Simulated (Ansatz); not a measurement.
# AgI (F-43m): lattice vibrations

```
CELL_PARAMETERS angstrom
0.00000 3.22505 3.22505
3.22505 0.00000 3.22505
3.22505 3.22505 0.00000
ATOMIC_POSITIONS crystal
Ag 0.00000 0.00000 0.00000
I 0.75000 0.75000 0.75000
```

Conventional cell: a = 6.450 Å, b = 6.450 Å, c = 6.450 Å, α = 90.00°, β = 90.00°, γ = 90.00°. Ag (atom 1) is surrounded by 4 I at 2.79 Å. Around I (atom 2) lie 4 Ag at 2.79 Å.

Computed, not measured; unless marked otherwise by PBEsol, all-electron LAPW in Ansatz 0.2.0, scalar-relativistic. k mesh 6×6×6, fixed occupations, basis error target 1 meV/atom. The cell was relaxed by PAW under this functional.

Atoms are displaced by 0.01 Å in the smallest supercells that hold the wave vectors of a 2×2×2 mesh. Negative values stand for unstable modes. The zone centre has no LO-TO term.

Q: What are the phonon energies at the solved wave vectors, in meV?

A: 

```
                q  point                          modes (meV)
0.000 0.000 0.000  Gamma                           13.25 (×3)
0.500 0.000 0.000      L   2.48 (×2), 9.69, 14.18 (×2), 15.29
0.500 0.500 0.000      X  3.17 (×2), 11.46, 13.90, 15.18 (×2)
```

Q: Is the structure dynamically stable at these wave vectors?

A: Yes, no mode is unstable there, though one zone-boundary mode is very soft; wave vectors off this mesh aren't tested.

Q: How do the optical zone-centre modes decompose, and which are active?

A: Point group -43m: Γ_opt = T2.

```json
{"label": "T2", "meV": "13.25", "activity": "IR and Raman", "mostly": "Ag (54 %)"}
```

Q: How well do frozen-core PAW files reproduce these all-electron values?

A: With a cutoff of 420 eV and displacements of 0.0025 Å, the r.m.s. difference over the modes is 0.1 cm⁻¹; the largest difference is 106.8 (PAW) against 106.9 cm⁻¹ (LAPW).

Q: The cell is scaled evenly to 66.081 and 68.093 Å³ (from 67.087), with free atoms relaxed and the shape held. What are the mode Grüneisen parameters γ = −d ln ω/d ln V?

A: For the highest mode, 127.5 cm⁻¹ in the small cell and 119.3 in the large one give γ ≈ 2.22. From the change of the dynamical matrix on each mode:

```
point   cm⁻¹      γ
Gamma  106.9   2.72
    L   20.0  -5.36
    L   78.2   1.08
    L  114.4   2.75
    L  123.3   2.23
    X   25.6  -5.74
    X   92.4   1.92
    X  112.1   1.87
    X  122.4   2.70
```

Weighted by the modes' heat capacities at 300 K, the mean on this mesh is -0.18; it moves with the q mesh, and a coarse one overweights the zone boundary. Rows under −0.05 (2 here) are modes that soften under compression and pull towards negative thermal expansion.

Q: Linear response on PAW files adds the field. What are the dielectric tensor, the Born charges and the LO shift?

A: ε∞ = (5.58, 5.58, 5.58) along x, y, z with local fields. Born charges (xx, yy, zz): Ag1 (1.21, 1.21, 1.21); I2 (-1.21, -1.21, -1.21). The highest zone-centre mode lies at 106.8 cm⁻¹ without the macroscopic field and at 121.2 cm⁻¹ with it, for q along x. Lyddane-Sachs-Teller then gives ε₀ = ε∞ (ω_LO/ω_TO)² = 7.19. With the ions free to follow the field, the program's ε₀ is (7.19, 7.19, 7.19).

Keep in mind: a very soft zone-boundary mode, near an instability or sensitive to the mesh; the frozen-core PAW files of the compared runs were fitted under PBE, their cores solved anew for this functional; field response not resolved by the mesh; semilocal gaps are low, and ε∞ tends to come out large.
